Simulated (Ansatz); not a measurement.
# Convergence of a linear-scaling basis for bare MgSe nanowire along [001] (64 atoms), part 2 of 2

Aim: test how closely localised support functions follow the reference on bare MgSe nanowire along [001] (64 atoms), and at what cost. A setting counts as converged where the r.m.s. difference of forces stays under 1 % of the r.m.s. force.

Ansatz 0.2.0; Kohn-Sham DFT, PBE, PAW (set soft_2, large core), plane waves.

The cell: 32 Mg and 32 Se. Beside vacuum, support functions can miss their usual error bounds without a warning. Only the Γ point is sampled, in a cell whose periodic width is 11 Å.

So far. Step 3 (Support functions low): Forces differ from the reference by 0.44 meV/Å r.m.s., 0.13 % of their size, well within a tolerance of 1 %; the energy by -0.65 meV/atom. It took 2.1 min and 11 cycles; the reference's time can't be set against it, since the two runs asked for unlike analyses. Step 4 (Support functions medium): Forces differ from the reference by 0.43 meV/Å r.m.s., 0.13 % of their size, well within a tolerance of 1 %; the energy by -0.65 meV/atom.

The database entry behind the starting cell differs from later determinations by our own check (0.1 to 0.3 % short, probably kX units), so it need not match the best structure at ambient conditions.

### Step 6. With basis.ecutrho_ratio = 12 and basis.xc_grid = 2

Changed here: basis.ecutrho_ratio = 12 and basis.xc_grid = 2.

This step: Kohn-Sham DFT, PBE, PAW (set soft_2, large core), plane waves (Ansatz 0.2.0).

File input.yaml:

```yaml
crystal:
  lattice:
    - [18.1765, 0.0, 0.0]
    - [0.0, 18.1765, 0.0]
    - [0.0, 0.0, 10.902]
  atoms:
    [... the 64 atom lines of step 2 ...]
kpoints:
  mp_grid: { grid: [1, 1, 1] }
hamiltonian:
  xc: pbe
  pseudopotentials: { kind: paw, core: large }
scf:
  occupations: { method: fixed }
output:
  forces: true
  populations: intrinsic
  dos:
    method: { smearing: { sigma: 0.1 } }
    de: 0.1
    projected: { site_lists: { Mg: [Mg], Se: [Se] } }
  eigenvalues: true
basis:
  xc_grid: 2
  ecutrho_ratio: 12
```

Run with:

```sh
> ansatz run input.yaml --threads 4 --pin off --max-ram 8192MiB --backend cpu --events-out ev --progress --plain --runs-dir out
```

Numbers of over 12 decimals in the logs are rounded to 6 here.

Log:

```text
[...]
Crystal: 64 atoms, lattice volume = 3601.859 Å³
Basis set: ecut = 420 eV, 70553 PW (Γ), exchange–correlation on 432×432×256 points (8 copies of the dense FFT grid, shifted against one another)
Bands: 320, of which v1, the nominal top of the filled ones, is band 256 counted from 1 (255 counted from 0)
Symmetry: 1 space group operations
[...]
k-points: 1
[...]
SCF iter   1: F=—  HF=-144148.656910 eV  |F-HF|=—  |Δ(HF+E_count)|=         —  Δρ=2.38e-2  dr2=5.50e1  ethr=3.10e-3  ⟨swp⟩=5.0  Hψ=1144  notcnv=0  defer=60
[...]
SCF iter  12: F=-144131.076687 eV  HF=-144131.076687 eV  |F-HF|=8.73e-11  |Δ(HF+E_count)|=  2.91e-10  Δρ=1.27e-7  dr2=1.02e-9  ethr=2.57e-12  ⟨swp⟩=3.0  Hψ=901  notcnv=0
SCF 1 converged in 12 iterations: F = -144131.076687 eV  dr2 = 1.02e-9
[...]
SCF converged after 12 iterations
an eigenvalue changed by more than its tolerance at an iteration that met the thresholds in force, so the SCF went on 2 times: the last check was not made
the last check of whether an eigenvalue changes by more than its tolerance under the output density was not made (no_room)
Free energy (F): -144131.076687 eV
[...]
Internal energy: -144131.076687 eV  (E = F + TS)
E sigma→0 (E₀):  -144131.076687 eV
Fermi energy:    -0.869679 eV
[...]
--- Forces (eV/Å), atoms counted from 1 ---
  atom   1  Mg     0.63741085     0.69209802    -0.03754696
  atom   2  Se    -0.21551999    -0.28810250    -0.16822709
  atom   3  Mg     0.60476622     0.68198501     0.08155669
  atom   4  Se    -0.38384220    -0.23108686     0.06418620
  atom   5  Se    -0.59311098    -0.10794683     0.04009992
  atom   6  Mg     0.50359133     0.15039194    -0.09002036
  atom   7  Mg     0.67381711    -0.07457858     0.02986326
  atom   8  Se    -0.71767164    -0.01307634     0.06410242
  atom   9  Se    -0.60986459    -0.22522628     0.16760418
  atom  10  Mg     0.55736734     0.32763664    -0.09292711
  atom  11  Mg     0.62171364    -0.16745927    -0.12806677
  atom  12  Se    -0.61887672     0.00329367     0.11550013
  atom  13  Se    -0.35354249     0.34741225     0.09373583
  atom  14  Mg     0.65278839    -0.55707134    -0.00018747
[...]
atom  63  Mg    -0.71997047    -0.68493620    -0.04227876
  atom  64  Se     0.28914662     0.36491907    -0.02659482
  max |Σ_I F_I| component: 2.26e-5 eV/Å
--- Band table (eV) ---
[...]
--- intrinsic populations: 64 sites ---
  site symbol       q [e]
     0     Mg      8.6148
     1     Se      7.3646
     2     Mg      8.6073
[...]
63     Se      7.3622
  spilling = 0.000000 (of n_electrons = 512.000000)
```

It took 74 s on 4 threads of Arm Neoverse V2, shared host; peak memory 7.3 GiB.

Forces differ from the reference by 0.024 meV/Å r.m.s., 0.007 % of their size, well within a tolerance of 1 %.

Runs without a result: support functions medium, radius 3.6 Å (error).

### Step 7. Cost against change

Differences are against the plane-wave reference (Kohn-Sham DFT, PBE, PAW (set soft_2, large core), plane waves), whose r.m.s. force component is 0.341 eV/Å. Energies are set beside the reference only for runs with its functional, potentials and electron count. Times are for 4 threads of Arm Neoverse V2, shared host. The reference's time includes the DOS, ELF and grids, which some other runs skip.

```tsv
run	Δ force, r.m.s. (meV/Å)	share of r.m.s. force (%)	Δ energy (meV/atom)	Δ gap (eV)	cycles	time	host memory (GiB)
reference	-	-	-	-	11	58 s	3.4
support functions low	0.439	0.129	-0.652	-3.0e-4	11	2.1 min	4.6
support functions medium	0.432	0.127	-0.652	-2.0e-4	13	2.4 min	4.8
basis.ecutrho_ratio = 12 and basis.xc_grid = 2	0.024	0.007	-0.0024	0	12	74 s	7.3
```

### Step 8. What the reference run shows

The comparisons rest on this run, so its electronic structure is set out here.

Neighbours are counted within 3.18 Å (Mg-Se).

Length of the force by element and coordination:

```tsv
element	coordination	atoms	mean length of the force (eV/Å)	spread	least	most
Mg	all	32	0.562	0.277	0.0802	1.03
Mg	4	8	0.93	0.0562	0.851	1.03
Mg	5	16	0.573	0.086	0.397	0.693
Mg	6	8	0.173	0.0496	0.0802	0.241
Se	all	32	0.515	0.194	0.0602	0.830
Se	4	8	0.466	0.0637	0.354	0.561
Se	5	16	0.673	0.0797	0.533	0.830
Se	6	8	0.249	0.102	0.0602	0.397
```

Löwdin charges by element and coordination (they lack the spilled electrons, 0.076 e an atom on average):

```tsv
element	coordination	atoms	mean charge (e)	spread	least	most
Mg	all	32	1.42	0.0135	1.39	1.43
Mg	4	8	1.39	0.0027	1.39	1.40
Mg	5	16	1.42	0.0018	1.42	1.43
Mg	6	8	1.42	0.0024	1.42	1.43
Se	all	32	-1.26	0.0267	-1.29	-1.22
Se	4	8	-1.22	0.0022	-1.22	-1.22
Se	5	16	-1.27	0.0024	-1.28	-1.27
Se	6	8	-1.29	0.0021	-1.29	-1.29
```

Density of states as counts of states in windows of 1 eV (from the Fermi level), total and the larger projections:

```tsv
from (eV)	to (eV)	total	Se p	Mg s	Se s
-14	-13	0.0	0.0	0.0	0.0
-13	-12	3.2	0.0	1.1	2.1
-12	-11	57.0	0.4	4.5	51.9
-11	-10	3.8	0.0	0.1	3.7
-10	-5	0.0	0.0	0.0	0.0
-5	-4	7.2	5.4	1.7	0.1
-4	-3	33.4	27.5	4.6	0.9
-3	-2	34.8	29.3	4.0	0.9
-2	-1	51.1	46.9	2.1	0.4
-1	0	64.5	61.7	0.9	0.2
0	1	0.9	0.9	0.0	0.0
1	2	2.3	0.1	1.6	0.4
2	3	11.3	1.9	7.0	0.7
3	4	28.5	4.2	11.9	0.8
4	5	36.9	1.9	5.4	0.3
```

The curve was stored every 0.10 eV, coarse against its broadening of 0.08 eV, so these counts are rough.

With fixed occupations the program's Fermi level is the highest filled level; weight inside the gap is the broadening of levels at its edges.

The stored curve holds about 256 of the 512 electrons; the rest, give or take the few that broadening carries across the Fermi level, lie in deeper levels below its range.

The levels nearest the highest filled one (over half full), pooled over k-points and spins:

```tsv
level less the highest filled one (eV)	occupation
-0.111	2
-0.0992	2
-0.087	2
-0.0677	2
-0.0454	2
0	2
1.76	0
2.09	0
2.17	0
2.19	0
2.83	0
2.85	0
```

Electrostatic potential energy in the ca plane at fractional y = 0.273, with atoms of Mg and Se within 0.2 Å of it. With pseudopotentials it is smooth inside the atoms' cores, unlike the true potential.

Ten even steps from '0' (-78 eV) to '9' (4 eV), each cell a mean:
```
9999999999999999999999999999999
9999999999999999999999999999999
9999999999999999999999999999999
9999999999999999999999999999999
9999999999999999999999999999999
4689987668999864579998767899975
0159984005899610038987202689830
5689998668999875689998767899986
8999999999999999999999888999999
2589984214899853368996212699863
2589983003799852268996101599863
8999999888999998899999888999998
6799998788999986789999878999986
0169984015899610038987202789830
3589987557999853369998656899974
9999999999999999999999999999999
4689986335899864579997323799975
1379972002799731168985000589862
8899998768999988889999878999988
9999999999999999999999999999999
9999999999999999999999999999999
9999999999999999999999999999999
9999999999999999999999999999999
9999999999999999999999999999999
```
Columns run along c (10.9 Å; values clipped at the 3rd and 97th percentile), rows up along a (18.2 Å). Atoms in or near the plane, at fractional coordinates: Mg at (0.00, 0.28), Se at (0.25, 0.27), Mg at (0.50, 0.28), Se at (0.75, 0.28), Mg at (0.00, 0.58), Se at (0.00, 0.43), Mg at (0.25, 0.42), Se at (0.25, 0.57), Mg at (0.50, 0.58), Se at (0.50, 0.42), Mg at (0.75, 0.42), Se at (0.75, 0.58), Se at (0.00, 0.73), Mg at (0.25, 0.72) and more.

ELF in the ca plane at fractional y = 0.273, with atoms of Mg and Se within 0.2 Å of it. It is the smooth field of the valence electrons, not physical close to the nuclei.

Ten even steps from '0' (0.00) to '9' (0.86), each cell a mean:
```
0000000000000000000000000000000
0000000000000000000000000000000
0000000000000000000000000000000
3221100000011223322100000001222
7766431001245778776542100135677
7999721221279997899851121148998
0399613333169930079831434228971
8986311221136898897421222114798
5532257887532355542247888742245
3313898447984023321699535996123
3313897226994033321699424997123
4322368998642233332247999752234
8986311222125899997421222114799
0399513343169940179821434228971
6898411221147986698620222126897
6642246777422467763236787632356
3202688668973023211589656985112
3414996105995143421899212898224
1026899999986201104789999987411
0123456666543210012345666543210
0000111221110000000011111110000
0000000000000000000000000000000
0000000000000000000000000000000
0000000000000000000000000000000
```
Columns run along c (10.9 Å), rows up along a (18.2 Å). Atoms in or near the plane, at fractional coordinates: Mg at (0.00, 0.28), Se at (0.25, 0.27), Mg at (0.50, 0.28), Se at (0.75, 0.28), Mg at (0.00, 0.58), Se at (0.00, 0.43), Mg at (0.25, 0.42), Se at (0.25, 0.57), Mg at (0.50, 0.58), Se at (0.50, 0.42), Mg at (0.75, 0.42), Se at (0.75, 0.58), Se at (0.00, 0.73), Mg at (0.25, 0.72) and more.

Forces differ by site in this geometry: Mg atoms with 4 neighbours bear 0.93 eV/Å on average, against 0.57 eV/Å for those with 5. Mean Löwdin charges: Mg +1.42, Se -1.26 e (they miss 0.94 % of the electrons, so they add up to more than the cell's charge). The largest share in the top eV of filled states is Se p (98 % of the projected weight), and in the lowest eV of empty states Mg s (74 % of the projected weight).

### Step 9. Distances and neighbours

Bonds and neighbours are counted at the geometry of the runs.

Normalised to the volume that the atoms fill. g(r), total and by pair (bins of 0.1 Å):

```tsv
r (Å)	total	Mg-Mg	Mg-Se	Se-Se
2.55	0.00	0.00	0.00	0.00
2.65	2.12	0.00	4.24	0.00
2.75	7.43	0.00	14.90	0.00
2.85	0.06	0.00	0.11	0.00
2.95	0.00	0.00	0.00	0.00
3.05	0.00	0.00	0.00	0.00
3.15	0.00	0.00	0.00	0.00
3.25	0.00	0.00	0.00	0.00
3.35	0.00	0.00	0.00	0.00
3.45	0.00	0.00	0.00	0.00
3.55	0.00	0.00	0.00	0.00
3.65	0.00	0.00	0.00	0.00
3.75	0.38	1.13	0.00	0.38
3.85	7.00	13.90	0.00	14.10
3.95	0.55	0.81	0.00	1.39
4.05	0.00	0.00	0.00	0.00
4.15	0.00	0.00	0.00	0.00
4.25	0.00	0.00	0.00	0.00
4.35	0.00	0.00	0.00	0.00
4.45	0.00	0.00	0.00	0.00
4.55	0.00	0.00	0.00	0.00
4.65	0.71	0.00	1.43	0.00
4.75	2.13	0.00	4.25	0.00
4.85	0.04	0.00	0.08	0.00
4.95	0.00	0.00	0.00	0.00
5.05	0.00	0.00	0.00	0.00
5.15	0.00	0.00	0.00	0.00
5.25	0.00	0.00	0.00	0.00
5.35	0.09	0.18	0.00	0.18
5.45	1.74	3.42	0.00	3.54
5.55	0.09	0.23	0.00	0.12
5.65	0.00	0.00	0.00	0.00
5.75	0.00	0.00	0.00	0.00
5.85	0.00	0.00	0.00	0.00
5.95	0.00	0.00	0.00	0.00
6.05	2.91	0.00	5.81	0.00
6.15	2.09	0.00	4.18	0.00
6.25	0.00	0.00	0.00	0.00
6.35	0.00	0.00	0.00	0.00
6.45	0.00	0.00	0.00	0.00
6.55	0.04	0.12	0.00	0.04
6.65	2.58	4.94	0.00	5.38
6.75	0.74	1.66	0.00	1.30
6.85	0.00	0.00	0.00	0.00
```

Bonds by pair of elements; cutoffs follow the first minimum of g(r), held within bounds set by covalent radii, and pairs that aren't listed don't count as bonded:

```tsv
pair A-B	cutoff (Å)	bonds	mean length (Å)	spread (Å)	shortest (Å)	B about A	A about B
Mg-Se	3.18	160	2.73	0.029	2.65	5	5
```

How many atoms have how many bonded neighbours:

```tsv
element	mean	4	5	6
Mg	5	8	16	8
Se	5	8	16	8
```

For some of the pairs, g(r) has its first main peak near 3.85 Å (Mg-Mg), 2.72 Å (Mg-Se) and 3.86 Å (Se-Se). Counting bonds as in the table, 50 % of Mg atoms have 5 and 50 % of Se atoms have 5 bonded neighbours.

The surroundings of Se4, whose charge lies farthest from its element's mean, nearest first, numbered as they follow in the input and with coordinates relative to it.

```tsv
atom	x	y	z	distance (Å)	bonds	Löwdin charge (e)	Fx	Fy	Fz (eV/Å)
Se4	0.00	0.00	0.00	0.00	4	-1.22	-0.38	-0.23	0.06
Mg23	2.69	-0.01	0.00	2.69	5	1.42	-0.15	0.63	-0.02
Mg3	-0.01	0.02	-2.73	2.73	4	1.40	0.60	0.68	0.08
Mg1	0.00	0.01	2.74	2.74	4	1.39	0.64	0.69	-0.04
Mg11	-0.05	2.75	0.04	2.75	5	1.42	0.62	-0.17	-0.13
Se22	2.68	-0.02	-2.72	3.82	5	-1.27	0.12	-0.57	-0.01
Se18	2.73	0.02	2.74	3.86	5	-1.27	-0.03	-0.64	-0.11
Se38	2.71	2.75	0.03	3.86	6	-1.29	0.00	-0.09	-0.15
Se5	-0.01	2.74	2.73	3.87	5	-1.27	-0.59	-0.11	0.04
Se9	-0.02	2.76	-2.76	3.90	5	-1.27	-0.61	-0.23	0.17
```

The column of bonds counts only the pairs Mg-Se within 3.18 Å; other neighbours, such as metal atoms beside each other in a compound, aren't counted, and periodic images can show an atom twice.

### Step 10. Summary of results

```yaml
free_energy_per_atom: -2252.0481 eV/atom
r_m_s_force_component: 0.3406 eV/Å
spacing_of_highest_filled_and_lowest_empty_level: 1.757 eV
wall_time_of_the_4_dft_runs: 6.7 min
```

Against plane waves at 420 eV, the forces differ by 0.43 meV/Å (0.13 %) with support functions medium. At 64 atoms the fastest of the runs at a preset level, support functions low, takes roughly 2.2 times the time of plane waves (whose run also made extra analyses, so the like-for-like ratio is larger), in 11 SCF cycles against 11. Differences between support functions and plane waves include what basis error the plane-wave run still has.

Between filled and empty levels lie 1.76 eV at Γ alone; the mesh holds the band edges only if they fold onto it, so the gap at this level can be narrower or closed, and states at the surface or the caps may set it. Forces differ by site in this geometry: Mg atoms with 4 neighbours bear 0.93 eV/Å on average, against 0.57 eV/Å for those with 5. Counting bonds as in the table, 50 % of Mg atoms have 5 and 50 % of Se atoms have 5 bonded neighbours.

**Limits.** The geometry was built by rule, was displaced at random and isn't relaxed at this level: its force components are 0.34 eV/Å r.m.s.

[Logs are printed without paths, hosts, clocks, repeated set-up lines and the standing remarks that a program may print on its own settings, such as how far it seeks lower states.]

[Hosts, paths, dates, database ids (printed as entryN), source tags and the programs' standing remarks are cut or masked in the printed files.]
